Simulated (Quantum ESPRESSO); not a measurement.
Set up this calculation in Quantum ESPRESSO 7.5, as the native input.

```
Task                : single point
Functional          : PBE
Potentials or basis : PseudoDojo 0.5 SR PBE stringent
Cutoff              : 1143 eV
Density cutoff      : 4572 eV
k mesh              : 4 × 4 × 4
Occupations         : fermi-dirac, width 0.05 eV
Spin                : collinear spin, ferromagnetic start
Starting moments    : [1.0] μB
Mixing beta         : 0.3
Most SCF iterations : 120
SCF threshold       : 2e-10 Ry
```

The system is Ti.

```
Ti
1.0
    -1.59602    1.59602    1.59602
     1.59602   -1.59602    1.59602
     1.59602    1.59602   -1.59602
Ti
1
Direct
  0.00000 0.00000 0.00000
```

This isn't the form of Ti at room conditions, which is hcp.

The cell isn't the ideal one: volume scaled by 0.92.

The input as run:

pw.in

```
&CONTROL
  calculation = 'scf'
  prefix = 'pwscf'
  outdir = './tmp'
  pseudo_dir = './pseudo'
  tprnfor = .true.
  tstress = .true.
  disk_io = 'nowf'
/
&SYSTEM
  ibrav = 0
  nat = 1
  ntyp = 1
  ecutwfc = 84
  nbnd = 15
  occupations = 'smearing'
  smearing = 'fd'
  degauss = 0.00367493
  nspin = 2
  starting_magnetization(1) = 0.0833
/
&ELECTRONS
  conv_thr = 2d-10
  electron_maxstep = 120
  mixing_beta = 0.3
/
ATOMIC_SPECIES
Ti    47.8670 Ti.upf
CELL_PARAMETERS angstrom
  -1.5960182638    1.5960182638    1.5960182638
   1.5960182638   -1.5960182638    1.5960182638
   1.5960182638    1.5960182638   -1.5960182638
ATOMIC_POSITIONS crystal
Ti     0.0000000000    0.0000000000    0.0000000000
K_POINTS automatic
4 4 4 0 0 0
```

Potentials or basis: PseudoDojo 0.5 SR PBE stringent.

The run is started by

```sh
$ OMP_NUM_THREADS=2 pw.x -in pw.in > pw.out
```

It gave:

```
Pressure                                              : 8.1 GPa
Band gap on the k mesh                                : none (metal or under the smearing width)
Net moment                                            : 0.51 μB per cell
Absolute moment                                       : 0.51 μB per cell
Site moments                                          : Ti +0.37 μB
Valence electrons inside the program's atomic spheres : Ti 10.39
```

Caveat: the k mesh is coarse (spacing up to 0.70 Å⁻¹), so the values aren't converged.

Run time: 3.2 s on 2 threads of Arm Neoverse V2 (shared host), peak memory 0.05 GiB.
